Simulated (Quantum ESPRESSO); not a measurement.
Runs of Quantum ESPRESSO 7.5 on Hf. It takes space group P6_3/mmc (No. 194, hexagonal). Conventional cell: a = 3.197 Å, b = 3.197 Å, c = 5.058 Å, α = 90.00°, β = 90.00°, γ = 120.00°. Hf (site symmetry -6m2) is surrounded by 12 Hf at 3.13 to 3.20 Å. 

```csv
task,level,potentials or basis,spin,cell,form of the LDA correlation,most ionic steps,forc conv thr,etot conv thr,ion dynamics,gap on the mesh (eV),pressure (GPa)
band structure,PBE,PseudoDojo 0.4.1 SR PBE standard,off,as given,-,-,-,-,-,none,0.6
band structure,LDA,PseudoDojo 0.4.1 SR LDA standard,off,as given,PW92,-,-,-,-,none,-8.9
band structure,PBE,PseudoDojo 0.4 FR PBE standard,"SOC, no magnetisation",as given,-,-,-,-,-,none,(a)
relaxation of cell and atoms,LDA,PseudoDojo 0.4.1 SR LDA standard,off,relaxed to 0.3 kbar,PW92,40,0.0004 Ry/bohr,1e-05 Ry,bfgs,none,0.0
relaxation of cell and atoms,PBEsol,PseudoDojo 0.4.1 SR PBEsol standard,off,relaxed to 0.3 kbar,-,40,0.0004 Ry/bohr,1e-05 Ry,bfgs,none,0.0
relaxation of cell and atoms,PBE+D3(BJ),PseudoDojo 0.4.1 SR PBE standard,off,relaxed to 0.3 kbar,-,40,0.0004 Ry/bohr,1e-05 Ry,bfgs,none,0.0
band structure,PBEsol,PseudoDojo 0.4.1 SR PBEsol standard,off,as given,-,-,-,-,-,none,-3.6
```

Alike in all rows: k mesh 10 × 10 × 5; cutoff (eV) 789; smearing fermi-dirac 0.05 eV.

**Question.** Fill in the values left out.

**Answer.** (a) 0.5.

Caveats: spin-orbit coupling is left out, which moves the levels of the heavy elements (some runs); pairwise dispersion overbinds metals, which lowers pressure and volume (some runs).

A k mesh can miss the band edges, and rows without SOC leave out spin-orbit coupling on Hf.

A gap of «none» marks a metal or a gap under the smearing width.
